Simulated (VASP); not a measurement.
# CsBr (Pm-3m) in VASP: density of states with PBE

Aim: the density of states of CsBr with PBE.

All numbers are computed with VASP 6.6.1; they aren't measurements. Logs are shortened: lines on timing, memory, paths and dates and some standing lists are left out, and cuts for length are marked.

### Step 1. The structure

The structure is cubic, space group Pm-3m (No. 221). The conventional cell has a = 4.389 Å, b = 4.389 Å, c = 4.389 Å, α = 90.00°, β = 90.00°, γ = 90.00°. Cs (site symmetry m-3m) is surrounded by 8 Br at 3.80 Å. Around Br (site symmetry m-3m) lie 8 Cs at 3.80 Å.

### Step 2. Density of states, PBE

Input file POSCAR:

```
CsBr
1.0
    4.3893102659      0.0000000000      0.0000000000
    0.0000000000      4.3893102659      0.0000000000
    0.0000000000      0.0000000000      4.3893102659
Cs Br
1 1
Direct
    0.0000000000      0.0000000000      0.0000000000
    0.5000000000      0.5000000000      0.5000000000
```

Input file INCAR.step1:

```
SYSTEM = CsBr
ALGO = Normal ; EDIFF = 1E-6
ENCUT = 520 ; GGA = PE
ISIF = 2 ; ISMEAR = 0
LASPH = .True. ; LCHARG = .True.
LREAL = .False. ; LWAVE = .False.
NBANDS = 15 ; NELM = 80
PREC = Accurate ; SIGMA = 0.02
```

Input file KPOINTS.step1:

```
k-points
0
Gamma
  6 6 6
  0 0 0
```

Input file INCAR.step2:

```
SYSTEM = CsBr
ALGO = Normal ; EDIFF = 1E-6
ENCUT = 520 ; GGA = PE
ICHARG = 11 ; ISIF = 2
ISMEAR = -5 ; LASPH = .True.
LCHARG = .False. ; LORBIT = 10
LREAL = .False. ; LWAVE = .False.
NBANDS = 15 ; NEDOS = 2001
NELM = 80 ; PREC = Accurate
SIGMA = 0.02
```

Input file KPOINTS.step2:

```
k-points
0
Gamma
  9 9 9
  0 0 0
```

Potentials or basis: VASP PAW PBE potentials, release 64 (Cs_sv, Br).

The run is started by

```console
cat potpaw_PBE.64/Cs_sv/POTCAR potpaw_PBE.64/Br/POTCAR > POTCAR
cp INCAR.step1 INCAR
cp KPOINTS.step1 KPOINTS
mpirun -np 1 vasp_std > vasp.out
cp INCAR.step2 INCAR
cp KPOINTS.step2 KPOINTS
mpirun -np 1 vasp_std > vasp.out
```

OUTCAR:

```text
SYSTEM = CsBr
   EDIFF = 1E-6
   ENCUT = 520
   GGA = PE
   ICHARG = 11
   ISIF = 2
   ISMEAR = -5
   LASPH = .True.
   LORBIT = 10
   LREAL = .False.
   NELM = 80
   PREC = Accurate

 ion  position               nearest neighbor table
   1  0.000  0.000  0.000-
   2  0.500  0.500  0.500-

  LATTYP: Found a simple cubic cell.
 ALAT       =     4.3893102659

  Lattice vectors:

 A1 = (   4.3893102659,   0.0000000000,   0.0000000000)
 A2 = (   0.0000000000,   4.3893102659,   0.0000000000)
 A3 = (   0.0000000000,   0.0000000000,   4.3893102659)

Analysis of symmetry for initial positions (statically):
=====================================================================
 Subroutine PRICEL returns:
 Original cell was already a primitive cell.

 Routine SETGRP: Setting up the symmetry group for a
 simple cubic supercell.

 Subroutine GETGRP returns: Found 48 space group operations
 (whereof 48 operations were pure point group operations)
 out of a pool of 48 trial point group operations.

The static configuration has the point symmetry O_h .

Analysis of symmetry for dynamics (positions and initial velocities):
=====================================================================
 Subroutine PRICEL returns:
 Original cell was already a primitive cell.

 Routine SETGRP: Setting up the symmetry group for a
 simple cubic supercell.

 Subroutine GETGRP returns: Found 48 space group operations
 (whereof 48 operations were pure point group operations)
 out of a pool of 48 trial point group operations.

The dynamic configuration has the point symmetry O_h .

 Subroutine INISYM returns: Found 48 space group operations
 (whereof 48 operations are pure point group operations),
 and found     1 'primitive' translations

----------------------------------------------------------------------------------------

                                     Primitive cell

  volume of cell :      84.5646

  direct lattice vectors                    reciprocal lattice vectors
     4.389310266  0.000000000  0.000000000     0.227826228  0.000000000  0.000000000
     0.000000000  4.389310266  0.000000000     0.000000000  0.227826228  0.000000000
     0.000000000  0.000000000  4.389310266     0.000000000  0.000000000  0.227826228

  length of vectors
     4.389310266  4.389310266  4.389310266     0.227826228  0.227826228  0.227826228

  position of ions in fractional coordinates (direct lattice)
     0.000000000  0.000000000  0.000000000
     0.500000000  0.500000000  0.500000000

  ion indices of the primitive-cell ions
   primitive index   ion index
                 1           1
                 2           2

----------------------------------------------------------------------------------------

 KPOINTS: k-points

Automatic generation of k-mesh.
 Grid dimensions read from file:
 generate k-points for:    9    9    9

 Generating k-lattice:

  Cartesian coordinates                     Fractional coordinates (reciprocal lattice)
     0.025314025  0.000000000  0.000000000     0.111111111  0.000000000  0.000000000
     0.000000000  0.025314025  0.000000000     0.000000000  0.111111111  0.000000000
     0.000000000  0.000000000  0.025314025     0.000000000  0.000000000  0.111111111

  Length of vectors
     0.025314025  0.025314025  0.025314025

  Shift w.r.t. Gamma in fractional coordinates (k-lattice)
     0.000000000  0.000000000  0.000000000

 TETIRR: Found    353 inequivalent tetrahedra from     4374

 Subroutine IBZKPT returns following result:
 ===========================================

 Found     35 irreducible k-points:

 Following reciprocal coordinates:
            Coordinates               Weight
  0.000000  0.000000  0.000000      1.000000
  0.111111  0.000000  0.000000      6.000000
  0.222222  0.000000  0.000000      6.000000
  0.333333  0.000000  0.000000      6.000000
  0.444444  0.000000  0.000000      6.000000
  0.111111  0.111111  0.000000     12.000000
[... 16 lines left out ...]
  0.333333  0.333333  0.111111     24.000000
  0.444444  0.333333  0.111111     48.000000
 [... further k-points ...]
   k-points           NKPTS =     35   k-points in BZ     NKDIM =     35   number of bands    NBANDS=     15
   number of dos      NEDOS =   2001   number of ions     NIONS =      2
   total plane-waves  NPLWV =  46656
   dimension x,y,z NGX =    36 NGY =   36 NGZ =   36
   dimension x,y,z NGXF=    72 NGYF=   72 NGZF=   72
   ions per type =               1   1
   NGX,Y,Z   is equivalent  to a cutoff of  13.64, 13.64, 13.64 a.u.
   NGXF,Y,Z  is equivalent  to a cutoff of  27.27, 27.27, 27.27 a.u.
 SYSTEM =  CsBr
   PREC   = accura    normal or accurate (medium, high low for compatibility)
   ISTART =      0    job   : 0-new  1-cont  2-samecut
   ICHARG =     11    charge: 1-file 2-atom 10-const
   ISPIN  =      1    spin polarized calculation?
   LNONCOLLINEAR =      F non collinear calculations
   LSORBIT =      F    spin-orbit coupling
   LASPH  =      T    aspherical Exc in radial PAW
   ENCUT  =  520.0 eV  38.22 Ry    6.18 a.u.   8.16  8.16  8.16*2*pi/ulx,y,z
   NELM   =     80;   NELMIN=  2; NELMDL=  0     # of ELM steps
   EDIFF  = 0.1E-05   stopping-criterion for ELM
   LREAL  =      F    real-space projection
   EDIFFG = 0.1E-04   stopping-criterion for IOM
   NSW    =      0    number of steps for IOM
   IBRION =     -1    ionic relax: 0-MD 1-quasi-New 2-CG
   NFREE  =      0    steps in history (QN), initial steepest desc. (CG)
   ISIF   =      2    stress and relaxation
   ISYM   =      2    0-nonsym 1-usesym 2-fastsym
   POTIM  = 0.5000    time-step for ionic-motion
   TEBEG  =    0.0;   TEEND  =   0.0 temperature during run
   PSTRESS=    0.0 pullay stress
   NELECT =      16.0000    total number of electrons
   NUPDOWN=      -1.0000    fix difference up-down
   EMIN   =  10.00;   EMAX   =-10.00  energy-range for DOS
   EFERMI =   0.00;   METHOD = LEGACY
   ISMEAR =    -5;   SIGMA  =   0.02  broadening in eV -4-tet -1-fermi 0-gaus
   EFERMI_NEDOS =   21; number of points for ismear=-14 and -15
   IALGO  =     38    algorithm
   IMIX   =      4    mixing-type and parameters
     AMIX     =   0.40;   BMIX     =  1.00
     AMIX_MAG =   1.60;   BMIX_MAG =  1.00
  volume/ion in A,a.u.               =      42.28       285.34
  Fermi-wavevector in a.u.,A,eV,Ry     =   0.939836  1.776032 12.017902  0.883291
  Thomas-Fermi vector in A             =   2.067187
   LORBIT       =     10    0 simple, 1 ext, 2 COOP (PROOUT), +10 PAW based schemes
   GGA     = PE    functional components
   LHFCALC =     F    Hartree Fock is set to
   AEXX    =    0.0000 exact exchange contribution
   IVDW    =     0    specifies the selected vdW correction
   LEPSILON=     F    determine dielectric tensor
   LRPA    =     F    only Hartree local field effects (RPA)
 non-spin polarized calculation
 Fermi weights with tetrahedron method with Bloechl corrections
  energy-cutoff  :      520.00
  volume of cell :       84.56
 maximum number of plane-waves:      2301
 NGX is ok and might be reduce to    36

 number of electron      16.0000003 magnetization

 Free energy of the ion-electron system (eV)
  ---------------------------------------------------
  ext. energy  EPLUGINS =         0.00000000
  ---------------------------------------------------
  free energy    TOTEN  =        -6.02432580 eV

  energy without entropy =       -6.02432580  energy(sigma->0) =       -6.02432580

 E-fermi :  -0.6256     XC(G=0):  -7.7608

 val. band max:       -0.6380890929   @ k =   0.4444   0.4444   0.0000
 cond. band min:       3.6167754980   @ k =   0.0000   0.0000   0.0000
 fundamental gap:      4.2548645909
 Fermi energy:        -0.6255950099

 k-point     1 :       0.0000    0.0000    0.0000
  band No.  band energies     occupation
      1     -20.5241      2.00000
      2     -12.9200      2.00000
      3      -7.1448      2.00000
      4      -7.1448      2.00000
      5      -7.1448      2.00000
      6      -0.6504      2.00000
      7      -0.6504      2.00000
      8      -0.6504      2.00000
      9       3.6168      0.00000
     10       4.3388      0.00000
     11       4.3388      0.00000
     12       8.2555      0.00000
     13       8.2555      0.00000
     14       8.2555      0.00000
     15      11.1820      0.00000

 k-point     2 :       0.1111    0.0000    0.0000
  band No.  band energies     occupation
      1     -20.5196      2.00000
      2     -12.9201      2.00000
      3      -7.1877      2.00000
      4      -7.1356      2.00000
      5      -7.1356      2.00000
      6      -0.8282      2.00000
      7      -0.6681      2.00000
      8      -0.6681      2.00000
      9       3.9014      0.00000
     10       4.4133      0.00000
     11       4.5896      0.00000
     12       8.1811      0.00000
     13       8.1811      0.00000
     14       8.3135      0.00000
     15      10.4715      0.00000

 k-point     3 :       0.2222    0.0000    0.0000
  band No.  band energies     occupation
      1     -20.5081      2.00000
      2     -12.9209      2.00000
      3      -7.2916      2.00000
      4      -7.1120      2.00000
      5      -7.1120      2.00000
      6      -1.2142      2.00000
      7      -0.7139      2.00000
      8      -0.7139      2.00000
      9       4.6134      0.00000
     10       4.6269      0.00000
     11       5.2547      0.00000
     12       8.0450      0.00000
     13       8.0450      0.00000
     14       8.4747      0.00000
     15       9.3600      0.00000

 k-point     4 :       0.3333    0.0000    0.0000
  band No.  band energies     occupation
      1     -20.4949      2.00000
      2     -12.9223      2.00000
      3      -7.4021      2.00000
      4      -7.0848      2.00000
      5      -7.0848      2.00000
      6      -1.5813      2.00000
      7      -0.7674      2.00000
      8      -0.7674      2.00000
      9       4.9375      0.00000
     10       5.4895      0.00000
     11       6.0923      0.00000
     12       7.9688      0.00000
     13       7.9688      0.00000
     14       8.3924      0.00000
     15       8.6921      0.00000
[... 307 lines left out ...]
 k-point    22 :       0.4444    0.2222    0.1111
  band No.  band energies     occupation
      1     -20.4681      2.00000
      2     -12.8784      2.00000
      3      -7.5278      2.00000
      4      -7.2988      2.00000
      5      -7.1099      2.00000
      6      -1.5103      2.00000
      7      -1.0460      2.00000
      8      -0.7775      2.00000
      9       5.4245      0.00000
     10       5.7419      0.00000
     11       6.4933      0.00000
     12       7.1572      0.00000
     13       7.5924      0.00000
     14       8.3009      0.00000
     15       9.6858      0.00000

 k-point    23 :       0.3333    0.3333    0.1111
  band No.  band energies     occupation
      1     -20.4643      2.00000
      2     -12.8643      2.00000
      3      -7.4943      2.00000
      4      -7.4273      2.00000
      5      -7.1031      2.00000
      6      -1.3372      2.00000
      7      -1.1325      2.00000
      8      -0.8016      2.00000
      9       5.1957      0.00000
     10       5.5611      0.00000
     11       6.8054      0.00000
     12       7.1221      0.00000
     13       7.4275      0.00000
     14       7.9972      0.00000
     15      10.0322      0.00000

 k-point    24 :       0.4444    0.3333    0.1111
  band No.  band energies     occupation
      1     -20.4565      2.00000
      2     -12.8493      2.00000
      3      -7.5646      2.00000
      4      -7.4754      2.00000
      5      -7.0890      2.00000
      6      -1.3570      2.00000
      7      -1.1684      2.00000
      8      -0.7774      2.00000
      9       5.1105      0.00000
     10       5.3676      0.00000
     11       6.7461      0.00000
     12       6.8986      0.00000
     13       7.8967      0.00000
     14       8.8635      0.00000
     15      10.1657      0.00000

 [... further k-points ...]

------------------------ aborting loop because EDIFF is reached ----------------------------------------

  FORCE on cell =-STRESS in cart. coord.  units (eV):
  Direction    XX          YY          ZZ          XY          YZ          ZX
  --------------------------------------------------------------------------------------
  -------------------------------------------------------------------------------------
  Total        0.0176419      0.0176419      0.0176419      0.0000000     -0.0000000      0.0000000
  in kB        0.3342461      0.3342461      0.3342461      0.0000000     -0.0000000      0.0000000
  external PRESSURE =       0.3342461 kB  Pullay stress =       0.0000000 kB

 VOLUME and BASIS-vectors are now :
 -----------------------------------------------------------------------------
  energy-cutoff  :      520.00
  volume of cell :       84.56
      direct lattice vectors                 reciprocal lattice vectors
     4.389310266  0.000000000  0.000000000     0.227826228  0.000000000  0.000000000
     0.000000000  4.389310266  0.000000000     0.000000000  0.227826228  0.000000000
     0.000000000  0.000000000  4.389310266     0.000000000  0.000000000  0.227826228

 POSITION                                       TOTAL-FORCE (eV/Angst)
 -----------------------------------------------------------------------------------
      0.00000      0.00000      0.00000         0.000000      0.000000      0.000000
      2.19466      2.19466      2.19466         0.000000      0.000000      0.000000
 -----------------------------------------------------------------------------------
    total drift:                                0.000000      0.000000      0.000000

  FREE ENERGIE OF THE ION-ELECTRON SYSTEM (eV)
  ---------------------------------------------------
  free  energy   TOTEN  =        -6.0243257998 eV

  energy  without entropy=       -6.0243257998  energy(sigma->0) =       -6.02432580

 total charge

# of ion       s       p       d       tot
------------------------------------------
    1        1.834   4.707   0.025   6.566
    2        1.601   3.276   0.001   4.879
--------------------------------------------------
tot          3.435   7.983   0.027  11.445
```

Wall time 26 s (1 thread of AMD EPYC 9R45 (Zen 5), shared host); peak memory 0.18 GiB.

Results:

| Item | Value |
| --- | --- |
| Valence electrons inside the program's atomic spheres | Cs 6.57; Br 4.88 |

Levels at points of the mesh, in eV from the valence-band top:
| k point | band 4 | band 5 | band 6 | band 7 | band 8 | band 9 | band 10 | band 11 | band 12 | band 13 |
| --- | --- | --- | --- | --- | --- | --- | --- | --- | --- | --- |
| (0.00, 0.00, 0.00) | -6.51 | -6.51 | -0.01 | -0.01 | -0.01 | 4.25 | 4.98 | 4.98 | 8.89 | 8.89 |

States per cell in windows of 0.5 eV (zero at the valence-band top; states under -8 eV left out):
```tsv
from (eV)	total	Cs1_p	Br2_p	Cs1_d	Br2_d	Br2_s	Cs1_s
-8.0	0.00	0.00	0.00	0.00	0.00	0.00	0.00
-7.5	0.00	0.00	0.00	0.00	0.00	0.00	0.00
-7.0	4.34	3.28	0.01	0.00	0.00	0.01	0.00
-6.5	1.85	1.47	0.00	0.00	0.00	0.00	0.00
-6.0	0.00	0.00	0.00	0.00	0.00	0.00	0.00
-5.5	0.00	0.00	0.00	0.00	0.00	0.00	0.00
-5.0	0.00	0.00	0.00	0.00	0.00	0.00	0.00
-4.5	0.00	0.00	0.00	0.00	0.00	0.00	0.00
-4.0	0.00	0.00	0.00	0.00	0.00	0.00	0.00
-3.5	0.00	0.00	0.00	0.00	0.00	0.00	0.00
-3.0	0.00	0.00	0.00	0.00	0.00	0.00	0.00
-2.5	0.00	0.00	0.00	0.00	0.00	0.00	0.00
-2.0	0.00	0.00	0.00	0.00	0.00	0.00	0.00
-1.5	0.12	0.00	0.06	0.00	0.00	0.00	0.00
-1.0	2.66	0.06	1.36	0.01	0.00	0.00	0.01
-0.5	3.05	0.05	1.75	0.01	0.00	0.00	0.00
0.0	0.00	0.00	0.00	0.00	0.00	0.00	0.00
0.5	0.00	0.00	0.00	0.00	0.00	0.00	0.00
1.0	0.00	0.00	0.00	0.00	0.00	0.00	0.00
1.5	0.00	0.00	0.00	0.00	0.00	0.00	0.00
2.0	0.00	0.00	0.00	0.00	0.00	0.00	0.00
2.5	0.00	0.00	0.00	0.00	0.00	0.00	0.00
3.0	0.00	0.00	0.00	0.00	0.00	0.00	0.00
3.5	0.00	0.00	0.00	0.00	0.00	0.00	0.00
4.0	0.00	0.00	0.00	0.00	0.00	0.00	0.00
4.5	0.04	0.00	0.00	0.00	0.00	0.00	0.00
5.0	0.35	0.00	0.01	0.04	0.00	0.01	0.01
5.5	1.38	0.02	0.03	0.22	0.02	0.02	0.03
6.0	1.73	0.04	0.05	0.27	0.02	0.04	0.02
6.5	0.91	0.02	0.04	0.15	0.02	0.01	0.01
7.0	1.58	0.03	0.06	0.33	0.04	0.01	0.01
7.5	1.52	0.02	0.10	0.34	0.04	0.00	0.00
```

Spin-orbit coupling is left out, which matters for the levels of Cs.
